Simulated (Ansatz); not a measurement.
The parent structure is AlSb in the zinc blende structure (space group F-43m, No. 216; a = 6.177 Å).

Calculations: Ansatz (a first-principles code), r2SCAN, PAW, cutoff 500 eV, spin-orbit coupling left out.

For the base:

```
Property                                            Value
-----------------------------  --------------------------
Hole mass                      0.11, 0.35, 0.35 mₑ (at Γ)
Band gap                                          1.51 eV
Width of the top valence band                     2.77 eV
Pressure                                         0.0 kbar
```

One thing is altered: the cell is scaled by 0.9833 in all directions; the atoms relax in the strained cell.

Question: Predict the new hole mass, energy relative to the base, band gap, width of the top valence band and pressure.

Answer: The hole mass (degenerate bands, along [100]) becomes 0.12, 0.33, 0.33 mₑ (at Γ) (base: 0.11, 0.35, 0.35 mₑ (at Γ)); the energy grows by 14 meV/atom; the band gap drops by 0.073 eV (1.51 eV → 1.43 eV); the width of the top valence band goes up by 0.18 eV to 2.95 eV; the pressure goes from zero to 31.5 kbar.

With Sb present, leaving out spin-orbit coupling can change the band edges. Masses are band curvatures over ±0.01 Å⁻¹ around the edge. Whether these cells are dynamically stable was not tested.
